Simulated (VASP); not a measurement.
## CsPbBr3 under changes of volume

One of the cells (41.727 Å³/atom); the others are scaled copies at fixed shape and fractional positions:

```xyz
5
Lattice="5.9310 0.0000 0.0000 0.0000 5.9310 0.0000 0.0000 0.0000 5.9310" Properties=species:S:1:pos:R:3 pbc="T T T"
Pb    2.9655    2.9655    2.9655
Cs    0.0000    0.0000    0.0000
Br    2.9655    2.9655    0.0000
Br    2.9655    0.0000    2.9655
Br    0.0000    2.9655    2.9655
```

Measurements of this composition are mostly on another form, of space group No. 62.

```yaml
Program: VASP 6.6.1
Functional: PBE
Dispersion: D3(BJ)
Potentials_or_basis: VASP PAW PBE potentials, release 64 (Pb_d, Cs_sv, Br)
Cutoff: 520 eV
k_mesh: 4 × 4 × 4
Occupations: gaussian, width 0.02 eV
Spin: no spin polarisation
```

```tsv
volume (Å³/atom)	energy over the lowest point (meV/atom)	pressure (GPa)	gap on the mesh (eV)
40.058	?	?	?
40.892	1.20	0.4	1.57
41.727	0.00	0.0	1.65
42.561	0.97	-0.4	1.72
43.396	3.89	-0.8	1.79
```

Q: What does the run at 40.058 Å³/atom give?

A: Energy over the lowest point 4.83 meV/atom; pressure 0.9 GPa; gap on the mesh 1.49 eV.

Worked out: A Birch-Murnaghan fit of order 2 (a polynomial in V^(-2/3)) to the other rows has its minimum at 41.76 Å³/atom with B0 = V·E''(V) = 21 GPa. It gives 4.78 meV/atom at 40.058 Å³/atom, against the run's 4.83, and -dE/dV = 0.9 GPa, against 0.9. A straight line through the other rows of the gap, of slope 3.69 eV per unit of ln V (its deformation potential), extrapolates to 1.50 eV, against the run's 1.49.

Energies are extrapolated to zero smearing.

Caveats: spin-orbit coupling is left out, which as a rule narrows the gap of such compounds by several tenths of an eV.

A mesh can miss the band edges.
